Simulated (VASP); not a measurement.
# ZnS (F-43m) in VASP: notebook

The runs below take ZnS through relaxation of cell and atoms, with PBEsol.

Program: VASP 6.6.1. These are calculated values, not measurements. Logs are shortened: lines on timing, memory, paths and dates and some standing lists are left out, and cuts for length are marked.

### 1 Starting point

It takes space group F-43m (No. 216, cubic). The conventional cell has a = 5.404 Å, b = 5.404 Å, c = 5.404 Å, α = 90.00°, β = 90.00°, γ = 90.00°. Zn (site symmetry -43m) has 4 S at 2.34 Å as nearest neighbours. S (site symmetry -43m) is surrounded by 4 Zn at 2.34 Å.

### 2 Relaxation of cell and atoms, PBEsol

INCAR reads:

```
SYSTEM = ZnS
PREC = Accurate
ENCUT = 600
EDIFF = 1E-6
ISMEAR = 0
SIGMA = 0.03
LREAL = .False.
LASPH = .True.
NELM = 80
ALGO = Normal
ISIF = 3
LWAVE = .False.
LCHARG = .False.
GGA = PS
IBRION = 2
NSW = 90
EDIFFG = -0.01
```

KPOINTS reads:

```
Automatic mesh
0
Gamma
  10 10 10
  0 0 0
```

POSCAR reads:

```
ZnS
1.0
    0.0000000000      2.7020000000      2.7020000000
    2.7020000000      0.0000000000      2.7020000000
    2.7020000000      2.7020000000      0.0000000000
Zn S
1 1
Direct
    0.2500000000      0.2500000000      0.2500000000
    0.0000000000      0.0000000000      0.0000000000
```

Potentials or basis: VASP PAW PBE potentials, release 64 (Zn, S).

Launch:

```
$ cat potpaw_PBE.64/Zn/POTCAR potpaw_PBE.64/S/POTCAR > POTCAR
$ mpirun -np 1 vasp_std > vasp.out
```

OUTCAR:

```text
SYSTEM = ZnS
   PREC = Accurate
   ENCUT = 600
   EDIFF = 1E-6
   ISMEAR = 0
   LREAL = .False.
   LASPH = .True.
   NELM = 80
   ISIF = 3
   GGA = PS
   IBRION = 2
   NSW = 90
   EDIFFG = -0.01

 ion  position               nearest neighbor table
   1  0.250  0.250  0.250-   2 2.34   2 2.34   2 2.34   2 2.34
   2  0.000  0.000  0.000-   1 2.34   1 2.34   1 2.34   1 2.34

  LATTYP: Found a face centered cubic cell.
 ALAT       =     5.4040000000

  Lattice vectors:

 A1 = (   0.0000000000,   2.7020000000,   2.7020000000)
 A2 = (   2.7020000000,   0.0000000000,   2.7020000000)
 A3 = (   2.7020000000,   2.7020000000,   0.0000000000)

Analysis of symmetry for initial positions (statically):
=====================================================================
 Subroutine PRICEL returns:
 Original cell was already a primitive cell.

 Routine SETGRP: Setting up the symmetry group for a
 face centered cubic supercell.

 Subroutine GETGRP returns: Found 24 space group operations
 (whereof 24 operations were pure point group operations)
 out of a pool of 48 trial point group operations.

The static configuration has the point symmetry T_d .

Analysis of symmetry for dynamics (positions and initial velocities):
=====================================================================
 Subroutine PRICEL returns:
 Original cell was already a primitive cell.

 Routine SETGRP: Setting up the symmetry group for a
 face centered cubic supercell.

 Subroutine GETGRP returns: Found 24 space group operations
 (whereof 24 operations were pure point group operations)
 out of a pool of 48 trial point group operations.

The dynamic configuration has the point symmetry T_d .

 Subroutine INISYM returns: Found 24 space group operations
 (whereof 24 operations are pure point group operations),
 and found     1 'primitive' translations

----------------------------------------------------------------------------------------

                                     Primitive cell

  volume of cell :      39.4535

  direct lattice vectors                    reciprocal lattice vectors
     0.000000000  2.702000000  2.702000000    -0.185048113  0.185048113  0.185048113
     2.702000000  0.000000000  2.702000000     0.185048113 -0.185048113  0.185048113
     2.702000000  2.702000000  0.000000000     0.185048113  0.185048113 -0.185048113

  length of vectors
     3.821205046  3.821205046  3.821205046     0.320512733  0.320512733  0.320512733

  position of ions in fractional coordinates (direct lattice)
     0.250000000  0.250000000  0.250000000
     0.000000000  0.000000000  0.000000000

  ion indices of the primitive-cell ions
   primitive index   ion index
                 1           1
                 2           2

----------------------------------------------------------------------------------------

 KPOINTS: Automatic mesh

Automatic generation of k-mesh.
 Grid dimensions read from file:
 generate k-points for:   10   10   10

 Generating k-lattice:

  Cartesian coordinates                     Fractional coordinates (reciprocal lattice)
    -0.018504811  0.018504811  0.018504811     0.100000000  0.000000000  0.000000000
     0.018504811 -0.018504811  0.018504811     0.000000000  0.100000000  0.000000000
     0.018504811  0.018504811 -0.018504811     0.000000000  0.000000000  0.100000000

  Length of vectors
     0.032051273  0.032051273  0.032051273

  Shift w.r.t. Gamma in fractional coordinates (k-lattice)
     0.000000000  0.000000000  0.000000000

 Subroutine IBZKPT returns following result:
 ===========================================

 Found     47 irreducible k-points:

 Following reciprocal coordinates:
            Coordinates               Weight
  0.000000  0.000000  0.000000      1.000000
  0.100000  0.000000  0.000000      8.000000
  0.200000  0.000000  0.000000      8.000000
  0.300000  0.000000  0.000000      8.000000
  0.400000  0.000000  0.000000      8.000000
  0.500000  0.000000  0.000000      4.000000
[... 16 lines left out ...]
  0.300000  0.300000  0.000000      6.000000
  0.400000  0.300000  0.000000     24.000000
 [... further k-points ...]
   k-points           NKPTS =     47   k-points in BZ     NKDIM =     47   number of bands    NBANDS=     13
   number of dos      NEDOS =    301   number of ions     NIONS =      2
   total plane-waves  NPLWV =  32768
   dimension x,y,z NGX =    32 NGY =   32 NGZ =   32
   dimension x,y,z NGXF=    64 NGYF=   64 NGZF=   64
   ions per type =               1   1
   NGX,Y,Z   is equivalent  to a cutoff of  13.92, 13.92, 13.92 a.u.
   NGXF,Y,Z  is equivalent  to a cutoff of  27.84, 27.84, 27.84 a.u.
 SYSTEM =  ZnS
   PREC   = accura    normal or accurate (medium, high low for compatibility)
   ISTART =      0    job   : 0-new  1-cont  2-samecut
   ICHARG =      2    charge: 1-file 2-atom 10-const
   ISPIN  =      1    spin polarized calculation?
   LNONCOLLINEAR =      F non collinear calculations
   LSORBIT =      F    spin-orbit coupling
   LASPH  =      T    aspherical Exc in radial PAW
   ENCUT  =  600.0 eV  44.10 Ry    6.64 a.u.   7.63  7.63  7.63*2*pi/ulx,y,z
   NELM   =     80;   NELMIN=  2; NELMDL= -5     # of ELM steps
   EDIFF  = 0.1E-05   stopping-criterion for ELM
   LREAL  =      F    real-space projection
   EDIFFG = -.1E-01   stopping-criterion for IOM
   NSW    =     90    number of steps for IOM
   IBRION =      2    ionic relax: 0-MD 1-quasi-New 2-CG
   NFREE  =      1    steps in history (QN), initial steepest desc. (CG)
   ISIF   =      3    stress and relaxation
   ISYM   =      2    0-nonsym 1-usesym 2-fastsym
   POTIM  = 0.5000    time-step for ionic-motion
   TEBEG  =    0.0;   TEEND  =   0.0 temperature during run
   PSTRESS=    0.0 pullay stress
   NELECT =      18.0000    total number of electrons
   NUPDOWN=      -1.0000    fix difference up-down
   EMIN   =  10.00;   EMAX   =-10.00  energy-range for DOS
   EFERMI =   0.00;   METHOD = LEGACY
   ISMEAR =     0;   SIGMA  =   0.03  broadening in eV -4-tet -1-fermi 0-gaus
   EFERMI_NEDOS =   21; number of points for ismear=-14 and -15
   IALGO  =     38    algorithm
   IMIX   =      4    mixing-type and parameters
     AMIX     =   0.40;   BMIX     =  1.00
     AMIX_MAG =   1.60;   BMIX_MAG =  1.00
  volume/ion in A,a.u.               =      19.73       133.12
  Fermi-wavevector in a.u.,A,eV,Ry     =   1.260290  2.381602 21.610537  1.588330
  Thomas-Fermi vector in A             =   2.393807
   LORBIT       =      0    0 simple, 1 ext, 2 COOP (PROOUT), +10 PAW based schemes
   GGA     = PS    functional components
   LHFCALC =     F    Hartree Fock is set to
   AEXX    =    0.0000 exact exchange contribution
   IVDW    =     0    specifies the selected vdW correction
   LEPSILON=     F    determine dielectric tensor
   LRPA    =     F    only Hartree local field effects (RPA)
 conjugate gradient relaxation of ions
 non-spin polarized calculation
 Gauss-broadening in eV      SIGMA  =   0.03
  energy-cutoff  :      600.00
  volume of cell :       39.45
 maximum number of plane-waves:      1363
   NGX = 15   NGY = 15   NGZ = 15

--------------------------------------- Ionic step        1  -------------------------------------------

 number of electron      17.9999998 magnetization

 Free energy of the ion-electron system (eV)
  ---------------------------------------------------
  ext. energy  EPLUGINS =         0.00000000
  ---------------------------------------------------
  free energy    TOTEN  =        -7.58393353 eV

  energy without entropy =       -7.58393353  energy(sigma->0) =       -7.58393353

------------------------ aborting loop because EDIFF is reached ----------------------------------------

  FORCE on cell =-STRESS in cart. coord.  units (eV):
  Direction    XX          YY          ZZ          XY          YZ          ZX
  --------------------------------------------------------------------------------------
  -------------------------------------------------------------------------------------
  Total       -0.4264507     -0.4264507     -0.4264507      0.0000000      0.0000000      0.0000000
  in kB      -17.3178277    -17.3178277    -17.3178277      0.0000000      0.0000000      0.0000000
  external PRESSURE =     -17.3178277 kB  Pullay stress =       0.0000000 kB

 VOLUME and BASIS-vectors are now :
 -----------------------------------------------------------------------------
  energy-cutoff  :      600.00
  volume of cell :       39.45
      direct lattice vectors                 reciprocal lattice vectors
     0.000000000  2.702000000  2.702000000    -0.185048113  0.185048113  0.185048113
     2.702000000  0.000000000  2.702000000     0.185048113 -0.185048113  0.185048113
     2.702000000  2.702000000  0.000000000     0.185048113  0.185048113 -0.185048113
[... 37 lines left out ...]
 POSITION                                       TOTAL-FORCE (eV/Angst)
 -----------------------------------------------------------------------------------
      1.33710      1.33710      1.33710         0.000000     -0.000000     -0.000000
      2.67421      5.34841      2.67421        -0.000000      0.000000      0.000000
 -----------------------------------------------------------------------------------
    total drift:                               -0.000000     -0.000000     -0.000000

  FREE ENERGIE OF THE ION-ELECTRON SYSTEM (eV)
  ---------------------------------------------------
  free  energy   TOTEN  =        -7.5888246787 eV

  energy  without entropy=       -7.5888246787  energy(sigma->0) =       -7.58882468

--------------------------------------- Ionic step        3  -------------------------------------------

 number of electron      17.9999989 magnetization

 Free energy of the ion-electron system (eV)
  ---------------------------------------------------
  ext. energy  EPLUGINS =         0.00000000
  ---------------------------------------------------
  free energy    TOTEN  =        -7.58928851 eV

  energy without entropy =       -7.58928851  energy(sigma->0) =       -7.58928851

 E-fermi :   2.4429     XC(G=0):  -9.9635

 val. band max:        2.2414848416   @ k =   0.0000   0.0000   0.0000
 cond. band min:       4.3244000260   @ k =   0.0000   0.0000   0.0000
 fundamental gap:      2.0829151844
 Fermi energy:         2.4428758885

 k-point     1 :       0.0000    0.0000    0.0000
  band No.  band energies     occupation
      1     -11.0858      2.00000
      2      -4.2312      2.00000
      3      -4.2312      2.00000
      4      -4.2312      2.00000
      5      -3.7030      2.00000
      6      -3.7030      2.00000
      7       2.2415      2.00000
      8       2.2415      2.00000
      9       2.2415      2.00000
     10       4.3244      0.00000
     11       8.5318      0.00000
     12       8.5318      0.00000
     13       8.5318      0.00000

 k-point     2 :       0.1000    0.0000    0.0000
  band No.  band energies     occupation
      1     -11.0058      2.00000
      2      -4.2338      2.00000
      3      -4.2166      2.00000
      4      -4.2166      2.00000
      5      -3.7044      2.00000
      6      -3.7044      2.00000
      7       1.4176      2.00000
      8       2.1381      2.00000
      9       2.1381      2.00000
     10       4.9521      0.00000
     11       8.4442      0.00000
[... 339 lines left out ...]
 k-point    24 :       0.4000    0.3000    0.0000
  band No.  band energies     occupation
      1     -10.0631      2.00000
      2      -4.2754      2.00000
      3      -3.9722      2.00000
      4      -3.9642      2.00000
      5      -3.6827      2.00000
      6      -3.6417      2.00000
      7      -1.6141      2.00000
      8       0.1474      2.00000
      9       0.3705      2.00000
     10       6.1192      0.00000
     11       6.8705      0.00000
     12      10.9830      0.00000
     13      11.9666      0.00000

 [... further k-points ...]

------------------------ aborting loop because EDIFF is reached ----------------------------------------

  FORCE on cell =-STRESS in cart. coord.  units (eV):
  Direction    XX          YY          ZZ          XY          YZ          ZX
  --------------------------------------------------------------------------------------
  -------------------------------------------------------------------------------------
  Total       -0.0075649     -0.0075649     -0.0075649     -0.0000000     -0.0000000     -0.0000000
  in kB       -0.3147171     -0.3147171     -0.3147171     -0.0000000     -0.0000000     -0.0000000
  external PRESSURE =      -0.3147171 kB  Pullay stress =       0.0000000 kB

 VOLUME and BASIS-vectors are now :
 -----------------------------------------------------------------------------
  energy-cutoff  :      600.00
  volume of cell :       38.51
      direct lattice vectors                 reciprocal lattice vectors
    -0.000000000  2.680331439  2.680331439    -0.186544094  0.186544094  0.186544094
     2.680331439  0.000000000  2.680331439     0.186544094 -0.186544094  0.186544094
     2.680331439  2.680331439 -0.000000000     0.186544094  0.186544094 -0.186544094

 POSITION                                       TOTAL-FORCE (eV/Angst)
 -----------------------------------------------------------------------------------
      1.34017      1.34017      1.34017        -0.000000     -0.000000     -0.000000
      0.00000      0.00000      0.00000         0.000000      0.000000      0.000000
 -----------------------------------------------------------------------------------
    total drift:                               -0.000000     -0.000000     -0.000001

  FREE ENERGIE OF THE ION-ELECTRON SYSTEM (eV)
  ---------------------------------------------------
  free  energy   TOTEN  =        -7.5892885087 eV

  energy  without entropy=       -7.5892885087  energy(sigma->0) =       -7.58928851

 reached required accuracy - stopping structural energy minimisation
```

Run time: 20 s. Hardware: 1 thread of Intel Xeon 6975P-C (Granite Rapids), shared host; peak memory 0.2 GiB.

Results:

```
Free energy                            : -7.5893 eV
Relaxed volume                         : 19.26 Å³/atom
Relaxed cell                           : a = 3.791 Å, b = 3.791 Å, c = 3.791 Å, α = 60.00°, β = 60.00°, γ = 60.00°
Space group after relaxing (to 0.05 Å) : F-43m (No. 216)
Energy gained by relaxing              : 2.7 meV/atom
Ionic steps                            : 3
Pressure after relaxing                : 0.0 GPa
Band gap on the k mesh                 : 2.08 eV, direct
```

Step by step:
```tsv
step	energy change (eV)	largest force (eV/Å)	pressure (GPa)	volume (Å³)
1	0.0000	0.0000	-1.73	39.45
2	-0.0049	0.0000	0.60	38.25
3	-0.0054	0.0000	-0.03	38.51
```

Final structure:
```
Zn S
1.0
     0.00000    2.68033    2.68033
     2.68033    0.00000    2.68033
     2.68033    2.68033    0.00000
Zn S
1 1
Direct
  0.25000 0.25000 0.25000
  0.00000 0.00000 0.00000
```

Levels at points of the mesh, in eV from the valence-band top:
| k point | band 7 | band 8 | band 9 | band 10 | band 11 | band 12 |
| --- | --- | --- | --- | --- | --- | --- |
| (0.00, 0.00, 0.00) | 0.00 | 0.00 | 0.00 | 2.08 | 6.29 | 6.29 |
| (0.50, 0.00, 0.00) | -5.52 | -0.91 | -0.91 | 3.24 | 6.82 | 6.82 |
| (0.50, 0.50, 0.00) | -4.70 | -2.34 | -2.34 | 3.18 | 3.96 | 11.00 |

Caveat: the PAW data sets were made with another functional, which shifts forces and pressure a little. As with any semilocal functional, this PBEsol gap is likely too small.

### 3 Relaxation of cell and atoms, PBEsol

This run uses another cell than the first one, of 19.26 Å³/atom, 0.976 times its volume.

Edit INCAR of step 2 so:

```diff
@@ -3,3 +3,3 @@
 ENCUT = 600
-EDIFF = 1E-6
+EDIFF = 1E-7
 ISMEAR = 0
@@ -16,2 +16,2 @@
 NSW = 90
-EDIFFG = -0.01
+EDIFFG = -0.005
```

KPOINTS is that of step 2.

POSCAR reads:

```
ZnS                                     
1.0
   -0.0000000000      2.6803314387      2.6803314387
    2.6803314387      0.0000000000      2.6803314387
    2.6803314387      2.6803314387     -0.0000000000
  Zn              S             
     1     1
Direct
     0.2500000000000000    0.2500000000000000    0.2500000000000000
     0.0000000000000000    0.0000000000000000    0.0000000000000000
```

Potentials or basis: VASP PAW PBE potentials, release 64 (Zn, S).

Launch:

```
$ cat potpaw_PBE.64/Zn/POTCAR potpaw_PBE.64/S/POTCAR > POTCAR
$ mpirun -np 1 vasp_std > vasp.out
```

It took 12 s on 1 thread of Intel Xeon 6975P-C (Granite Rapids), shared host; peak memory 0.18 GiB.

The run converged. Its results:

```
Free energy             : -7.5891 eV
Pressure after relaxing : 0.0 GPa
Band gap on the k mesh  : 2.08 eV, direct
```

Final structure:
```
Zn S
1.0
     0.00000    2.68033    2.68033
     2.68033    0.00000    2.68033
     2.68033    2.68033    0.00000
Zn S
1 1
Cartesian
  1.3402 1.3402 1.3402
  0.0000 0.0000 0.0000
```

Levels at points of the mesh, in eV from the valence-band top:
| k point | band 6 | band 7 | band 8 | band 9 | band 10 | band 11 | band 12 | band 13 |
| --- | --- | --- | --- | --- | --- | --- | --- | --- |
| (0.00, 0.00, 0.00) | -5.94 | 0.00 | 0.00 | 0.00 | 2.08 | 6.29 | 6.29 | 6.29 |
| (0.50, 0.00, 0.00) | -5.74 | -5.52 | -0.91 | -0.91 | 3.24 | 6.82 | 6.82 | 8.79 |
| (0.50, 0.50, 0.00) | -5.72 | -4.70 | -2.34 | -2.34 | 3.18 | 3.96 | 11.00 | 12.04 |

Caveat: the relaxation stopped at its first step, so nothing moved; the PAW data sets were made with another functional, which shifts forces and pressure a little.
